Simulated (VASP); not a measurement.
# SnS2 (Berndtite-2T) (P-3m1) in VASP: a series of runs, part 2 of 3

VASP 6.6.1. The steps go on from the part before.

## (4) Band structure, TB-mBJ, spin-orbit coupling, no magnetisation

The input, POSCAR:

```
SnS2                                    
1.0
    3.6670894307      0.0000000000      0.0000000000
   -1.8335447154      3.1757926050      0.0000000000
    0.0000000000     -0.0000000000      5.8110411771
  Sn              S             
     1     2
Direct
     0.0000000000000000    0.0000000000000000    0.0000000000000000
     0.3333333332999970    0.6666666667000030    0.2543524691518261
     0.6666666667000030    0.3333333332999970    0.7456475308481739
```

The input, INCAR.step1:

```
SYSTEM = SnS2
PREC = Accurate
ENCUT = 520
EDIFF = 1E-5
ISMEAR = 0
SIGMA = 0.03
LREAL = .False.
LASPH = .True.
NELM = 80
ALGO = Normal
ISIF = 2
LWAVE = .True.
LCHARG = .False.
MAGMOM = 0 0 0 0 0 0 0 0 0
LORBIT = 11
LSORBIT = .True.
GGA_COMPAT = .False.
KPAR = 2
GGA = PE
```

The input, INCAR.step2:

```
SYSTEM = SnS2
PREC = Accurate
ENCUT = 520
EDIFF = 1E-6
ISMEAR = 0
SIGMA = 0.03
LREAL = .False.
LASPH = .True.
NELM = 80
ALGO = Normal
ISIF = 2
LWAVE = .False.
LCHARG = .False.
MAGMOM = 0 0 0 0 0 0 0 0 0
LORBIT = 11
LSORBIT = .True.
GGA_COMPAT = .False.
METAGGA = MBJ
KPAR = 2
ISTART = 1
```

The input, KPOINTS:

```
regular mesh
0
Gamma
  6 6 4
  0 0 0
```

KPOINTS_OPT is that of step 3.

Potentials or basis: VASP PAW PBE potentials, release 64 (Sn_d, S).

The run is started by

```
> cat potpaw_PBE.64/Sn_d/POTCAR potpaw_PBE.64/S/POTCAR > POTCAR
> cp INCAR.step1 INCAR
> mpirun -np 2 vasp_ncl > vasp.out
> cp INCAR.step2 INCAR
> mpirun -np 2 vasp_ncl > vasp.out
```

OUTCAR:

```text
SYSTEM = SnS2
   PREC = Accurate
   ENCUT = 520
   EDIFF = 1E-6
   ISMEAR = 0
   LREAL = .False.
   LASPH = .True.
   NELM = 80
   ISIF = 2
   LORBIT = 11
   LSORBIT = .True.
   METAGGA = MBJ
   ISTART = 1

 ion  position               nearest neighbor table
   1  0.000  0.000  0.000-   2 2.58   3 2.58   3 2.58   2 2.58   3 2.58   2 2.58
   2  0.333  0.667  0.254-   1 2.58   1 2.58   1 2.58
   3  0.667  0.333  0.746-   1 2.58   1 2.58   1 2.58

  LATTYP: Found a hexagonal cell.
 ALAT       =     3.6670894307
 C/A-ratio  =     1.5846467033

  Lattice vectors:

 A1 = (   3.6670894307,   0.0000000000,   0.0000000000)
 A2 = (  -1.8335447154,   3.1757926050,   0.0000000000)
 A3 = (   0.0000000000,   0.0000000000,   5.8110411771)

Analysis of symmetry for initial positions (statically):
=====================================================================
 Subroutine PRICEL returns:
 Original cell was already a primitive cell.

 Routine SETGRP: Setting up the symmetry group for a
 hexagonal supercell.

 Subroutine GETGRP returns: Found 12 space group operations
[... 1126 lines left out ...]
    -0.0011381    -0.0011287    -0.0034310     0.0000000    -0.0011381
    -0.0045901    -0.0011381     0.0000000    -0.0011381     0.0000000
 l=   3
     0.0000000     0.0000000     0.0000000     0.0000000     0.0000000     0.0000000     0.0000000
     0.0000000     0.0000000     0.0000000     0.0000000     0.0000000     0.0000000     0.0000000
     0.0000000     0.0000000     0.0000000     0.0000000     0.0000000     0.0000000     0.0000000
     0.0000000     0.0000000     0.0000000     0.0000000     0.0000000     0.0000000     0.0000000
[... 29 lines left out ...]
 l=   2
     0.0000000     0.0000000     0.0000000     0.0000000     0.0000000
     0.0000000     0.0000000     0.0000000     0.0000000     0.0000000
     0.0000000     0.0000000     0.0000000     0.0000000     0.0000000
     0.0000000     0.0000000     0.0000000     0.0000000     0.0000000
     0.0000000     0.0000000     0.0000000     0.0000000     0.0000000
 l=   3
     0.0000000     0.0000000     0.0000000     0.0000000     0.0000000     0.0000000     0.0000000
     0.0000000     0.0000000     0.0000000     0.0000000     0.0000000     0.0000000     0.0000000
     0.0000000     0.0000000     0.0000000     0.0000000     0.0000000     0.0000000     0.0000000
     0.0000000     0.0000000     0.0000000     0.0000000     0.0000000     0.0000000     0.0000000
     0.0000000     0.0000000     0.0000000     0.0000000     0.0000000     0.0000000     0.0000000
     0.0000000     0.0000000     0.0000000     0.0000000     0.0000000     0.0000000     0.0000000
     0.0000000     0.0000000     0.0000000     0.0000000     0.0000000     0.0000000     0.0000000

 total charge

# of ion       s       p       d       tot
------------------------------------------
    1        0.826   0.953  10.138  11.917
    2        1.439   2.478   0.000   3.917
    3        1.439   2.478   0.000   3.917
--------------------------------------------------
tot          3.703   5.909  10.138  19.750

 magnetization (x)

# of ion       s       p       d       tot
------------------------------------------
    1        0.000   0.000   0.000   0.000
    2        0.000   0.000   0.000   0.000
    3        0.000   0.000   0.000   0.000
--------------------------------------------------
tot          0.000   0.000   0.000   0.000

 magnetization (y)

# of ion       s       p       d       tot
------------------------------------------
    1        0.000  -0.000   0.000   0.000
    2        0.000   0.000   0.000   0.000
    3        0.000  -0.000   0.000  -0.000
--------------------------------------------------
tot          0.000  -0.000   0.000   0.000

 magnetization (z)

# of ion       s       p       d       tot
------------------------------------------
    1        0.000   0.000   0.000   0.000
    2        0.000   0.000   0.000   0.000
    3        0.000   0.000   0.000   0.000
--------------------------------------------------
tot          0.000   0.000   0.000   0.000
```

Run time: 10 min. Hardware: 2 MPI ranks of Intel Xeon 6975P-C (Granite Rapids), shared host; peak memory 0.44 GiB.

Results:

* Valence electrons inside the program's atomic spheres: Sn 11.92; S 3.92

## (5) Dielectric tensor, PBE

The input, INCAR:

```
SYSTEM = SnS2
PREC = Accurate ; ENCUT = 520
EDIFF = 1E-8 ; ISMEAR = 0
SIGMA = 0.03 ; LREAL = .False.
LASPH = .True. ; NELM = 80
ALGO = Fast ; ISIF = 2
LWAVE = .False. ; LCHARG = .False.
GGA = PE ; LEPSILON = .True.
KPAR = 2
```

The input, KPOINTS:

```
Automatic mesh
0
Gamma
  15 15 8
  0 0 0
```

POSCAR is that of step 4.

Potentials or basis: VASP PAW PBE potentials, release 64 (Sn_d, S).

The run is started by

```
> cat potpaw_PBE.64/Sn_d/POTCAR potpaw_PBE.64/S/POTCAR > POTCAR
> mpirun -np 2 vasp_std > vasp.out
```

OUTCAR:

```text
SYSTEM = SnS2
   PREC = Accurate
   ENCUT = 520
   EDIFF = 1E-8
   ISMEAR = 0
   LREAL = .False.
   LASPH = .True.
   NELM = 80
   ISIF = 2
   GGA = PE
   LEPSILON = .True.

 ion  position               nearest neighbor table
   1  0.000  0.000  0.000-   2 2.58   3 2.58   3 2.58   2 2.58   3 2.58   2 2.58
   2  0.333  0.667  0.254-   1 2.58   1 2.58   1 2.58
   3  0.667  0.333  0.746-   1 2.58   1 2.58   1 2.58

  LATTYP: Found a hexagonal cell.
 ALAT       =     3.6670894307
 C/A-ratio  =     1.5846467033

  Lattice vectors:

 A1 = (   3.6670894307,   0.0000000000,   0.0000000000)
 A2 = (  -1.8335447154,   3.1757926050,   0.0000000000)
 A3 = (   0.0000000000,   0.0000000000,   5.8110411771)
[... 734 lines left out ...]
    -0.00000  0.00077  0.00000
     0.00000  0.00000 -0.00107

 MACROSCOPIC STATIC DIELECTRIC TENSOR (including local field effects in DFT)
 ------------------------------------------------------
           8.662426    -0.000000     0.000000
          -0.000000     8.662426     0.000000
          -0.000000    -0.000000     6.706230
 ------------------------------------------------------

 PIEZOELECTRIC TENSOR (including local field effects)  for field in x, y, z        (e  Angst)
          XX          YY          ZZ          XY          YZ          ZX
  --------------------------------------------------------------------------------
  x     0.00000     0.00000     0.00000     0.00000     0.00000     0.00000
  y     0.00000     0.00000     0.00000     0.00000     0.00000     0.00000
  z     0.00000     0.00000     0.00000     0.00000     0.00000     0.00000

 PIEZOELECTRIC TENSOR (including local field effects)  for field in x, y, z        (C/m^2)
          XX          YY          ZZ          XY          YZ          ZX
  --------------------------------------------------------------------------------
  x     0.00000     0.00000     0.00000     0.00000     0.00000     0.00000
  y     0.00000     0.00000     0.00000     0.00000     0.00000     0.00000
  z     0.00000     0.00000     0.00000     0.00000     0.00000     0.00000

 BORN EFFECTIVE CHARGES (including local field effects) (in |e|, cummulative output)
 ---------------------------------------------------------------------------------
 ion    1
    1     4.93425    -0.00000     0.00000
    2    -0.00000     4.93425    -0.00000
    3    -0.00000     0.00000     1.98315
 ion    2
    1    -2.46713     0.00000     0.00000
    2     0.00000    -2.46713     0.00000
    3     0.00000    -0.00000    -0.99157
 ion    3
    1    -2.46713     0.00000     0.00000
    2     0.00000    -2.46713     0.00000
    3     0.00000    -0.00000    -0.99157
```

OSZICAR:

```text
N       E                     dE             d eps       ncg     rms          rms(c)
DAV:   1     0.202970797076E+03    0.20297E+03   -0.12878E+04  6605   0.183E+03
DAV:   2     0.860347999737E+01   -0.19437E+03   -0.19069E+03  7117   0.411E+02
DAV:   3    -0.129846453990E+02   -0.21588E+02   -0.20877E+02  8366   0.125E+02
[... 11 lines left out ...]
RMM:  11    -0.114865422650E+01   -0.38071E-04   -0.26039E-04 13046   0.422E-03    0.302E-04
RMM:  12    -0.114865725696E+01   -0.30305E-05   -0.28251E-04 14383   0.208E-03    0.309E-04
RMM:  13    -0.114865076987E+01    0.64871E-05   -0.22820E-04 12585   0.152E-03    0.195E-04
RMM:  14    -0.114864446615E+01    0.63037E-05   -0.13286E-04 11462   0.134E-03    0.107E-04
RMM:  15    -0.114866080126E+01   -0.16335E-04   -0.33339E-04  9557   0.129E-03    0.104E-05
RMM:  16    -0.114863147555E+01    0.29326E-04   -0.16794E-05  8434   0.128E-03    0.151E-05
RMM:  17    -0.114865593643E+01   -0.24461E-04   -0.30119E-04  7976   0.128E-03    0.743E-06
```

Run time: 14 min. Hardware: 2 MPI ranks of Intel Xeon 6975P-C (Granite Rapids), shared host; peak memory 1.2 GiB.

What came out:

| Item | Value |
| --- | --- |
| Band gap on the k mesh | 1.27 eV, indirect (least direct gap 1.75 eV) |
| Electronic dielectric tensor (diagonal) | 8.66, 8.66, 6.71 |
| Born charges (mean of the diagonal) | Sn +3.95; S -1.98 e |

Levels at points of the mesh, in eV from the valence-band top:
| k point | band 11 | band 12 | band 13 | band 14 | band 15 | band 16 |
| --- | --- | --- | --- | --- | --- | --- |
| (0.00, 0.00, 0.00) | -0.49 | -0.49 | -0.01 | 1.74 | 3.53 | 5.32 |
| (0.00, 0.00, 0.50) | -0.84 | -0.32 | -0.32 | 2.97 | 3.60 | 5.02 |

Electronic dielectric tensor:
```
8.66 0.00 0.00
0.00 8.66 0.00
0.00 0.00 6.71
```

Born effective charge tensors (e):
atom 1, Sn
```
4.93 0.00 0.00
0.00 4.93 0.00
0.00 0.00 1.98
```
atom 2, S
```
-2.47  0.00  0.00
 0.00 -2.47  0.00
 0.00  0.00 -0.99
```
atom 3, S
```
-2.47  0.00  0.00
 0.00 -2.47  0.00
 0.00  0.00 -0.99
```

Caveat: spin-orbit coupling is left out, which moves the levels of the heavy elements; an odd mesh through Γ misses points on the zone boundary, where band edges often lie.

[end of part 2 of 3]
